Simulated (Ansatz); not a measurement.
# BeSe: do energies and stresses tell the same story?

All numbers below come from DFT PBE, scalar-relativistic, plane waves, PAW in Ansatz.

Settings: cutoff 420 eV, Γ-centred mesh 8×8×8 on the computed 2-atom cell, Gaussian smearing of 0.02 eV; no spin polarisation.

Relaxed cell: F-43m, a = 5.178 Å, b = 5.178 Å, c = 5.178 Å, α = 90.00°, β = 90.00°, γ = 90.00°, 2 atoms in the primitive cell.

Energies at zero smearing and pressures from the stress tensor, at volumes with shape and atoms relaxed:
```
V (Å³/atom) E − E(first) (meV/atom) P (GPa)
     15.268                     0.00    12.32
     15.789                   -33.69     8.52
     16.310                   -55.93     5.25
     16.830                   -68.31     2.44
     17.351                   -72.18     0.01
     17.871                   -68.71    -2.09
     18.392                   -58.91    -3.90
     19.086                   -37.44    -5.94
```

Q: Check P = −dE/dV between neighbouring volumes, and get the bulk modulus from the pressures alone.

A: With 1 eV/Å³ = 160.2 GPa:
```json
{"middle V (Å³/atom)": "15.529", "−ΔE/ΔV (GPa)": "10.370", "mean P (GPa)": "10.418"}
{"middle V (Å³/atom)": "16.049", "−ΔE/ΔV (GPa)": "6.845", "mean P (GPa)": "6.886"}
{"middle V (Å³/atom)": "16.570", "−ΔE/ΔV (GPa)": "3.810", "mean P (GPa)": "3.844"}
{"middle V (Å³/atom)": "17.090", "−ΔE/ΔV (GPa)": "1.192", "mean P (GPa)": "1.222"}
{"middle V (Å³/atom)": "17.611", "−ΔE/ΔV (GPa)": "-1.067", "mean P (GPa)": "-1.041"}
{"middle V (Å³/atom)": "18.131", "−ΔE/ΔV (GPa)": "-3.018", "mean P (GPa)": "-2.996"}
{"middle V (Å³/atom)": "18.739", "−ΔE/ΔV (GPa)": "-4.955", "mean P (GPa)": "-4.921"}
```

The two differ by 0.05 GPa at most. The mean of two end pressures misses the average over a step by about ΔV² P″/12, up to 0.05 GPa here; with that taken off 0.00 GPa remains. Around V = 17.351 Å³/atom, the two neighbours give B = −V ΔP/ΔV = 17.351 × 4.53 / 1.041 = 75.4 GPa, against B0 = 75.1 GPa from the Birch–Murnaghan fit of the energies.